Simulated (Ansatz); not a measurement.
AlN:

```
CELL_PARAMETERS angstrom
0.00000 2.18399 2.18399
2.18399 0.00000 2.18399
2.18399 2.18399 0.00000
ATOMIC_POSITIONS crystal
Al 0.00000 0.00000 0.00000
N 0.25000 0.25000 0.25000
```

Measurements of this composition are mostly on another form, of space group No. 186.

```yaml
Program: Ansatz 0.2.0
Task: relaxation of cell and atoms
Functional: RPBE
Dispersion: D3(BJ)
Potentials_or_basis: Ansatz PAW
Cutoff: "420 eV (not typed: the program's choice for these potentials)"
k_mesh: 10 × 10 × 10
Occupations: fermi-dirac, width 0.05 eV
Spin: no spin polarisation
```

At the start: volume 10.42 Å³/atom.

Problem. Where does the relaxation end?

Solution. It ends after 7 steps and the volume is 9.79 Å³/atom (-6.0 %); space group F-43m (No. 216, to 0.05 Å).

The path:
| step | energy change (eV) | largest force (eV/Å) | volume (Å³) |
| --- | --- | --- | --- |
| 1 | 0.0000 | 0.0000 | 20.83 |
| 2 | -0.0401 | 0.0000 | 20.20 |
| 3 | -0.0547 | 0.0000 | 19.55 |
| 4 | -0.0546 | 0.0000 | 19.60 |
| 5 | -0.0522 | 0.0000 | 19.60 |
| 6 | -0.0523 | 0.0000 | 19.58 |
| 7 | -0.0522 | 0.0000 | 19.58 |

Final structure:
```cif
data_structure
_symmetry_space_group_name_H-M 'P 1'
_symmetry_Int_Tables_number 1
_cell_length_a 3.0252
_cell_length_b 3.0252
_cell_length_c 3.0252
_cell_angle_alpha 60.000
_cell_angle_beta 60.000
_cell_angle_gamma 60.000
_cell_volume 19.58
loop_
_atom_site_label
_atom_site_type_symbol
_atom_site_fract_x
_atom_site_fract_y
_atom_site_fract_z
_atom_site_occupancy
Al1 Al 0.00000 0.00000 0.00000 1
N1 N 0.25000 0.25000 0.25000 1
```

Caveat: the plane-wave basis is chosen anew once the cell has moved, so the energies of steps on either side of that aren't comparable; the pressure holds a Pulay correction of +0.5 GPa for the finite cutoff; the PAW data sets come from PBE, with cores solved anew for the run's functional, which leaves a small shift of forces and pressure.
